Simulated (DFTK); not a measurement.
Runs of DFTK 0.8.2 on Ge. It takes space group I4/mmm (No. 139, tetragonal). The conventional cell has a = 3.217 Å, b = 3.217 Å, c = 3.746 Å, α = 90.00°, β = 90.00°, γ = 90.00°. Around Ge (site symmetry 4/mmm) lie 12 Ge at 2.95 to 3.22 Å. The cell was built by a generator and needn't be a form met in nature.

```csv
level,gap on the mesh (eV),pressure (GPa)
AM05,none,(a)
r2SCAN,none,-2.6
WC,none,(b)
PBEsol,none,-3.1
LDA,none,-6.6
```

Alike in all rows: task single point; potentials or basis SG15 1.2 (PBE); no spin polarisation; cell as given; k mesh 12 × 12 × 12; cutoff (eV) 1225; smearing fermi-dirac 0.05 eV.

Task: Fill in the values left out.

Result: (a) -3.5; (b) -2.7.

Caveats: the potentials were made for another functional, which shifts forces and pressure.

A k mesh can miss the band edges, and the runs leave out spin-orbit coupling on Ge.

A gap of «none» marks a metal or a gap under the smearing width.
